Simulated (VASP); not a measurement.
# NaCl (Fm-3m) in VASP: notebook

The runs below take NaCl through dielectric tensor, phonons, with LDA.

Everything below comes from runs of VASP 6.6.1. Logs are shortened: lines on timing, memory, paths and dates and some standing lists are left out, and cuts for length are marked.

**Experimental background.**

A printed reference work, textbook reports, for a bulk crystal of NaCl at 80 K: high-frequency dielectric constant 2.34.

How close the calculation comes is told below.

### 1 Starting point

The structure is cubic, space group Fm-3m (No. 225). The conventional cell has a = 5.466 Å, b = 5.466 Å, c = 5.466 Å, α = 90.00°, β = 90.00°, γ = 90.00°. Na (site symmetry m-3m) is surrounded by 6 Cl at 2.73 Å. Cl (site symmetry m-3m) is surrounded by 6 Na at 2.73 Å.

### 2 Dielectric tensor, LDA

INCAR reads:

```
SYSTEM = NaCl
PREC = Accurate ; ENCUT = 600
EDIFF = 1E-8 ; ISMEAR = 0
SIGMA = 0.03 ; LREAL = .FALSE.
LASPH = .TRUE. ; NELM = 80
ALGO = Fast ; ISIF = 2
LWAVE = .FALSE. ; LCHARG = .FALSE.
LEPSILON = .TRUE.
```

KPOINTS reads:

```
Automatic mesh
0
Monkhorst
  14 14 14
  0 0 0
```

POSCAR reads:

```
NaCl                                    
1.0
    0.0000000000      2.7331254453      2.7331254453
    2.7331254453     -0.0000000000      2.7331254453
    2.7331254453      2.7331254453      0.0000000000
  Na              Cl            
     1     1
Direct
     0.0000000000000000    0.0000000000000000    0.0000000000000000
     0.5000000000000000    0.5000000000000000    0.5000000000000000
```

Potentials or basis: VASP PAW LDA potentials, release 64 (Na_pv, Cl).

Started as:

```
> cat potpaw_LDA.64/Na_pv/POTCAR potpaw_LDA.64/Cl/POTCAR > POTCAR
> mpirun -np 1 vasp_std > vasp.out
```

OUTCAR:

```text
SYSTEM = NaCl
   PREC = Accurate
   ENCUT = 600
   EDIFF = 1E-8
   ISMEAR = 0
   LREAL = .FALSE.
   LASPH = .TRUE.
   NELM = 80
   ISIF = 2
   LEPSILON = .TRUE.

 ion  position               nearest neighbor table
   1  0.000  0.000  0.000-
   2  0.500  0.500  0.500-

  LATTYP: Found a face centered cubic cell.
 ALAT       =     5.4662508906

  Lattice vectors:

 A1 = (   0.0000000000,   2.7331254453,   2.7331254453)
 A2 = (   2.7331254453,   0.0000000000,   2.7331254453)
 A3 = (   2.7331254453,   2.7331254453,   0.0000000000)

Analysis of symmetry for initial positions (statically):
=====================================================================
 Subroutine PRICEL returns:
 Original cell was already a primitive cell.

 Routine SETGRP: Setting up the symmetry group for a
 face centered cubic supercell.

 Subroutine GETGRP returns: Found 48 space group operations
 (whereof 48 operations were pure point group operations)
 out of a pool of 48 trial point group operations.

The static configuration has the point symmetry O_h .

Analysis of symmetry for dynamics (positions and initial velocities):
=====================================================================
 Subroutine PRICEL returns:
 Original cell was already a primitive cell.

 Routine SETGRP: Setting up the symmetry group for a
 face centered cubic supercell.

 Subroutine GETGRP returns: Found 48 space group operations
 (whereof 48 operations were pure point group operations)
 out of a pool of 48 trial point group operations.

The dynamic configuration has the point symmetry O_h .

 Subroutine INISYM returns: Found 48 space group operations
 (whereof 48 operations are pure point group operations),
 and found     1 'primitive' translations

----------------------------------------------------------------------------------------

                                     Primitive cell

  volume of cell :      40.8328

  direct lattice vectors                    reciprocal lattice vectors
     0.000000000  2.733125445  2.733125445    -0.182940743  0.182940743  0.182940743
     2.733125445  0.000000000  2.733125445     0.182940743 -0.182940743  0.182940743
     2.733125445  2.733125445  0.000000000     0.182940743  0.182940743 -0.182940743

  length of vectors
     3.865223072  3.865223072  3.865223072     0.316862662  0.316862662  0.316862662

  position of ions in fractional coordinates (direct lattice)
     0.000000000  0.000000000  0.000000000
     0.500000000  0.500000000  0.500000000

  ion indices of the primitive-cell ions
   primitive index   ion index
                 1           1
                 2           2

----------------------------------------------------------------------------------------

 KPOINTS: Automatic mesh

Automatic generation of k-mesh.
 Grid dimensions read from file:
 generate k-points for:   14   14   14

 Generating k-lattice:

  Cartesian coordinates                     Fractional coordinates (reciprocal lattice)
    -0.013067196  0.013067196  0.013067196     0.071428571  0.000000000  0.000000000
     0.013067196 -0.013067196  0.013067196     0.000000000  0.071428571  0.000000000
     0.013067196  0.013067196 -0.013067196     0.000000000  0.000000000  0.071428571

  Length of vectors
     0.022633047  0.022633047  0.022633047

  Shift w.r.t. Gamma in fractional coordinates (k-lattice)
     0.500000000  0.500000000  0.500000000

 Subroutine IBZKPT returns following result:
 ===========================================

 Found    280 irreducible k-points:

 Following reciprocal coordinates:
            Coordinates               Weight
  0.035714  0.035714  0.035714      8.000000
  0.107143  0.035714  0.035714     24.000000
  0.178571  0.035714  0.035714     24.000000
  0.250000  0.035714  0.035714     24.000000
  0.321429  0.035714  0.035714     24.000000
  0.392857  0.035714  0.035714     24.000000
[... 16 lines left out ...]
 -0.321429  0.107143  0.035714     48.000000
 -0.250000  0.107143  0.035714     48.000000
 [... further k-points ...]
   k-points           NKPTS =    280   k-points in BZ     NKDIM =    280   number of bands    NBANDS=     11
   number of dos      NEDOS =    301   number of ions     NIONS =      2
   total plane-waves  NPLWV =  32768
   dimension x,y,z NGX =    32 NGY =   32 NGZ =   32
   dimension x,y,z NGXF=    64 NGYF=   64 NGZF=   64
   ions per type =               1   1
   NGX,Y,Z   is equivalent  to a cutoff of  13.76, 13.76, 13.76 a.u.
   NGXF,Y,Z  is equivalent  to a cutoff of  27.53, 27.53, 27.53 a.u.
 SYSTEM =  NaCl
   PREC   = accura    normal or accurate (medium, high low for compatibility)
   ISTART =      0    job   : 0-new  1-cont  2-samecut
   ICHARG =      2    charge: 1-file 2-atom 10-const
   ISPIN  =      1    spin polarized calculation?
   LNONCOLLINEAR =      F non collinear calculations
   LSORBIT =      F    spin-orbit coupling
   LASPH  =      T    aspherical Exc in radial PAW
   ENCUT  =  600.0 eV  44.10 Ry    6.64 a.u.   7.72  7.72  7.72*2*pi/ulx,y,z
   NELM   =     80;   NELMIN=  2; NELMDL= -5     # of ELM steps
   EDIFF  = 0.1E-07   stopping-criterion for ELM
   LREAL  =      F    real-space projection
   EDIFFG = 0.1E-06   stopping-criterion for IOM
   NSW    =      0    number of steps for IOM
   IBRION =     -1    ionic relax: 0-MD 1-quasi-New 2-CG
   NFREE  =      0    steps in history (QN), initial steepest desc. (CG)
   ISIF   =      2    stress and relaxation
   ISYM   =      2    0-nonsym 1-usesym 2-fastsym
   POTIM  = 0.5000    time-step for ionic-motion
   TEBEG  =    0.0;   TEEND  =   0.0 temperature during run
   PSTRESS=    0.0 pullay stress
   NELECT =      14.0000    total number of electrons
   NUPDOWN=      -1.0000    fix difference up-down
   EMIN   =  10.00;   EMAX   =-10.00  energy-range for DOS
   EFERMI =   0.00;   METHOD = LEGACY
   ISMEAR =     0;   SIGMA  =   0.03  broadening in eV -4-tet -1-fermi 0-gaus
   EFERMI_NEDOS =   21; number of points for ismear=-14 and -15
   IALGO  =     68    algorithm
   IMIX   =      4    mixing-type and parameters
     AMIX     =   0.40;   BMIX     =  1.00
     AMIX_MAG =   1.60;   BMIX_MAG =  1.00
  volume/ion in A,a.u.               =      20.42       137.78
  Fermi-wavevector in a.u.,A,eV,Ry     =   1.145815  2.165277 17.862989  1.312893
  Thomas-Fermi vector in A             =   2.282502
   LORBIT       =      0    0 simple, 1 ext, 2 COOP (PROOUT), +10 PAW based schemes
   GGA     = CA    functional components
   LHFCALC =     F    Hartree Fock is set to
   AEXX    =    0.0000 exact exchange contribution
   IVDW    =     0    specifies the selected vdW correction
   LEPSILON=     T    determine dielectric tensor
   LRPA    =     F    only Hartree local field effects (RPA)
 non-spin polarized calculation
 RMM-DIIS sequential band-by-band and
 Gauss-broadening in eV      SIGMA  =   0.03
  energy-cutoff  :      600.00
  volume of cell :       40.83
 maximum number of plane-waves:      1384
   NGX = 15   NGY = 15   NGZ = 15

--------------------------------------- Ionic step        1  -------------------------------------------

 number of electron      14.0000002 magnetization

 E-fermi :  -0.2405     XC(G=0):  -9.1332

 val. band max:       -0.3694064476   @ k =   0.0357   0.0357   0.0357
 cond. band min:       4.7629482375   @ k =   0.0357   0.0357   0.0357
 fundamental gap:      5.1323546851
 Fermi energy:        -0.2405241610

 k-point     1 :       0.0357    0.0357    0.0357
  band No.  band energies     occupation
      1     -20.9941      2.00000
      2     -20.9936      2.00000
      3     -20.9936      2.00000
      4     -13.1800      2.00000
      5      -0.4072      2.00000
      6      -0.3694      2.00000
      7      -0.3694      2.00000
      8       4.7629      0.00000
      9      10.5007      0.00000
     10      10.5846      0.00000
     11      10.5846      0.00000
[... 309 lines left out ...]
 k-point    24 :      -0.2500    0.1071    0.0357
  band No.  band energies     occupation
      1     -21.0245      2.00000
      2     -20.9985      2.00000
      3     -20.9953      2.00000
      4     -12.8711      2.00000
      5      -2.0052      2.00000
      6      -0.7505      2.00000
      7      -0.5844      2.00000
      8       6.7463      0.00000
      9       9.4455      0.00000
     10      10.5817      0.00000
     11      11.0287      0.00000

 [... further k-points ...]

  FORCE on cell =-STRESS in cart. coord.  units (eV):
  Direction    XX          YY          ZZ          XY          YZ          ZX
  --------------------------------------------------------------------------------------
  -------------------------------------------------------------------------------------
  Total       -0.0016927     -0.0016927     -0.0016927      0.0000000      0.0000000      0.0000000
  in kB       -0.0664161     -0.0664161     -0.0664161      0.0000000      0.0000000      0.0000000
  external PRESSURE =      -0.0664161 kB  Pullay stress =       0.0000000 kB

 VOLUME and BASIS-vectors are now :
 -----------------------------------------------------------------------------
  energy-cutoff  :      600.00
  volume of cell :       40.83
      direct lattice vectors                 reciprocal lattice vectors
     0.000000000  2.733125445  2.733125445    -0.182940743  0.182940743  0.182940743
     2.733125445  0.000000000  2.733125445     0.182940743 -0.182940743  0.182940743
     2.733125445  2.733125445  0.000000000     0.182940743  0.182940743 -0.182940743

 POSITION                                       TOTAL-FORCE (eV/Angst)
 -----------------------------------------------------------------------------------
      0.00000      0.00000      0.00000        -0.000000      0.000000      0.000000
      2.73313      2.73313      2.73313         0.000000     -0.000000     -0.000000
 -----------------------------------------------------------------------------------
    total drift:                                0.000000     -0.000000     -0.000000

  FREE ENERGIE OF THE ION-ELECTRON SYSTEM (eV)
  ---------------------------------------------------
  free  energy   TOTEN  =        -7.3893935114 eV

  energy  without entropy=       -7.3893935114  energy(sigma->0) =       -7.38939351

 HEAD OF MICROSCOPIC STATIC DIELECTRIC TENSOR (INDEPENDENT PARTICLE, excluding Hartree and local field effects)
 ------------------------------------------------------
           2.971525     0.000000     0.000000
           0.000000     2.971525     0.000000
           0.000000     0.000000     2.971525
 ------------------------------------------------------

 Free energy of the ion-electron system (eV)
  ---------------------------------------------------
  ---------------------------------------------------
  free energy    TOTEN  =        -0.20524098 eV

  energy without entropy =       -0.20524098

------------------------ aborting loop because EDIFF is reached ----------------------------------------

--------------------------------------- Ionic step        2  -------------------------------------------

------------------------ aborting loop because EDIFF is reached ----------------------------------------

--------------------------------------- Ionic step        3  -------------------------------------------

 Free energy of the ion-electron system (eV)
  ---------------------------------------------------
  ---------------------------------------------------
  free energy    TOTEN  =        -0.20524099 eV

  energy without entropy =       -0.20524099

------------------------ aborting loop because EDIFF is reached ----------------------------------------

 PIEZOELECTRIC TENSOR FIELD DIRECTION 3  (e Angst)
 -----------------------------------------------------------------------------
    -0.00027  0.00000  0.00000           (  0.00000  0.00000  0.00000)
     0.00000 -0.00027 -0.00000           (  0.00000  0.00000 -0.00000)
    -0.00000  0.00000 -0.00020           (  0.00000 -0.00000  0.00000)

 PIEZOELECTRIC TENSOR FIELD DIRECTION 3  (C/m^2)
 -----------------------------------------------------------------------------
    -0.00011  0.00000  0.00000
     0.00000 -0.00011 -0.00000
    -0.00000  0.00000 -0.00008

 MACROSCOPIC STATIC DIELECTRIC TENSOR (including local field effects in DFT)
 ------------------------------------------------------
           2.665572    -0.000000     0.000000
          -0.000000     2.665572     0.000000
           0.000000    -0.000000     2.665572
 ------------------------------------------------------

 PIEZOELECTRIC TENSOR (including local field effects)  for field in x, y, z        (e  Angst)
          XX          YY          ZZ          XY          YZ          ZX
  --------------------------------------------------------------------------------
  x     0.00000     0.00000     0.00000     0.00000     0.00000     0.00000
  y     0.00000     0.00000     0.00000     0.00000     0.00000     0.00000
  z     0.00000     0.00000     0.00000     0.00000     0.00000     0.00000

 PIEZOELECTRIC TENSOR (including local field effects)  for field in x, y, z        (C/m^2)
          XX          YY          ZZ          XY          YZ          ZX
  --------------------------------------------------------------------------------
  x     0.00000     0.00000     0.00000     0.00000     0.00000     0.00000
  y     0.00000     0.00000     0.00000     0.00000     0.00000     0.00000
  z     0.00000     0.00000     0.00000     0.00000     0.00000     0.00000

 BORN EFFECTIVE CHARGES (including local field effects) (in |e|, cummulative output)
 ---------------------------------------------------------------------------------
 ion    1
    1     1.07092     0.00000     0.00000
    2     0.00000     1.07092     0.00000
    3     0.00000     0.00000     1.07092
 ion    2
    1    -1.07092     0.00000     0.00000
    2     0.00000    -1.07092     0.00000
    3     0.00000     0.00000    -1.07092
```

Wall time 11 min (1 thread of Intel Xeon 6975P-C (Granite Rapids), shared host); peak memory 0.94 GiB.

Results:

```
Electronic dielectric tensor (diagonal) : 2.67
Born charges (mean of the diagonal)     : Na +1.07; Cl -1.07 e
```

Levels at points of the mesh, in eV from the valence-band top:
```tsv
k point	band 3	band 4	band 5	band 6	band 7	band 8	band 9	band 10	band 11
(0.04, 0.04, 0.04)	-20.62	-12.81	-0.04	0.00	0.00	5.13	10.87	10.95	10.95
```

Electronic dielectric tensor:
```
2.67 0.00 0.00
0.00 2.67 0.00
0.00 0.00 2.67
```

Born effective charge tensors (e):
atom 1, Na
```
1.07 0.00 0.00
0.00 1.07 0.00
0.00 0.00 1.07
```
atom 2, Cl
```
-1.07  0.00  0.00
 0.00 -1.07  0.00
 0.00  0.00 -1.07
```

(Part 1 of 3 ends here.)
